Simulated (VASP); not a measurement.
Write the native input for VASP 6.6.1 that does the following.

```yaml
Task: single point
Functional: PBEsol
Potentials_or_basis: VASP PAW PBE potentials, release 64 (Ru_pv)
Cutoff: 700 eV
k_mesh: 20 × 20 × 20
Occupations: gaussian, width 0.1 eV
Spin: no spin polarisation
Further_INCAR_settings: ALGO = Normal; EDIFF = 1e-06
```

The structure of Ru lies in POSCAR:

```
Ru
1.0
   -1.5090900000      1.5090900000      1.5090900000
    1.5090900000     -1.5090900000      1.5090900000
    1.5090900000      1.5090900000     -1.5090900000
Ru
1
Direct
    0.0000000000      0.0000000000      0.0000000000
```

This isn't the form of Ru at room conditions, which is hcp.

The input as run:

INCAR

```
PREC = Accurate ; ENCUT = 700
EDIFF = 1E-6 ; ISMEAR = 0
SIGMA = 0.1 ; LREAL = F
LASPH = T ; NELM = 60
ALGO = Normal ; ISIF = 2
LWAVE = F ; LCHARG = T
GGA = PS ; LELF = T
LVHAR = T
```

KPOINTS

```
Automatic mesh
0
Gamma
  20 20 20
```

Potentials or basis: VASP PAW PBE potentials, release 64 (Ru_pv).

Run with:

```bash
$ cat potpaw_PBE.64/Ru_pv/POTCAR > POTCAR
$ mpirun -np 1 vasp_std > vasp.out
```

Results of the run:

| Quantity | Value |
| --- | --- |
| Pressure | 0.1 GPa |
| Band gap on the k mesh | none (metal or under the smearing width) |

Caveat: the PAW data sets were made with another functional, which shifts forces and pressure a little.

Run time: 15 s on 1 thread of Intel(R) Xeon(R) 6975P-C (Granite Rapids), with other jobs on the host, peak memory 0.19 GiB.
